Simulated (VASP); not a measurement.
A run of VASP 6.6.1:

The input INCAR:

```
  PREC = Accurate
  ENCUT = 600
  EDIFF = 1E-7
  ISMEAR = 1
  SIGMA = 0.1
  LREAL = False
  LASPH = True
  NELM = 80
  ALGO = Fast
  ISIF = 4
  LWAVE = False
  LCHARG = False
  GGA = PS
  IBRION = 2
  NSW = 40
  EDIFFG = -0.01
```

KPOINTS

```
Automatic mesh
0
Gamma
  15 15 11
```

File POSCAR:

```
MoP                                     
1.0
    3.1870190584     -0.0000000000      0.0000000000
   -1.5935095291      2.7600394669     -0.0000000000
   -0.0000000000      0.0000000000      3.1519876072
  Mo              P             
     1     1
Direct
     0.0000000000000000    0.0000000000000000    0.0000000000000000
     0.3333333332999970    0.6666666667000030    0.5000000000000000
```

Potentials or basis: VASP PAW PBE potentials, release 64 (Mo_sv, P).

Launch:

```sh
$ cat potpaw_PBE.64/Mo_sv/POTCAR potpaw_PBE.64/P/POTCAR > POTCAR
$ mpirun -np 1 vasp_std > vasp.out
```

Hardware: 1 thread of Intel(R) Xeon(R) Platinum 8488C (Sapphire Rapids), on a shared host.

**Question.** How long does it take, and how much memory?

**Answer.** It took 2.3 min on 1 thread of Intel(R) Xeon(R) Platinum 8488C (Sapphire Rapids), on a shared host, peak memory 0.21 GiB. Counts: scf iterations 29, k points 162, ion steps 3.
